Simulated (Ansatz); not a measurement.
# ZnS under pressure

These are results of DFT PBE, scalar-relativistic, plane waves, PAW in Ansatz, not measurements. (420 eV cutoff, 12×12×12 k-mesh, Gaussian smearing of 0.02 eV, no spin polarisation)

The relaxed crystal:

```xyz
6
Lattice="1.9231 1.1103 9.4493 -1.9231 1.1103 9.4493 0.0000 -2.2206 9.4493" Properties=species:S:1:pos:R:3 pbc="T T T"
Zn    0.0000    0.0000   28.3469
Zn    0.0000    0.0000    6.3004
Zn    0.0000    0.0000   12.6015
S     0.0000    0.0000    2.3612
S     0.0000    0.0000   14.9635
S     0.0000    0.0000    8.6582
```

Cell and atoms are relaxed at each pressure within the symmetry of the start, at zero temperature, so transitions that lower the symmetry aren't seen. The k-mesh given is that at zero pressure and may differ at others. a, b and c are the lengths of the cell vectors above. ΔH is E + PV over the energy at zero pressure. Gaps are Kohn–Sham gaps over the whole zone.

| P (GPa) | V (Å³/atom) | V/V0 | a (Å) | b (Å) | c (Å) | ΔH (eV/atom) | gap (eV) |
| --- | --- | --- | --- | --- | --- | --- | --- |
| -1 | 20.48 | 1.015 | 9.753 | 9.753 | 9.753 | -0.127 | 1.99 |
| 0 | 20.18 | 1.000 | 9.707 | 9.707 | 9.707 | 0.000 | 2.06 |
| 1 | ? | ? | ? | ? | ? | ? | ? |

Problem. What stands in the row for 1 GPa?

Solution. V 19.90 Å³/atom; V/V0 0.986; a 9.662 Å; b 9.662 Å; c 9.662 Å; ΔH 0.125 eV/atom; gap 2.12 eV.

This form isn't the usual stable structure of the compound.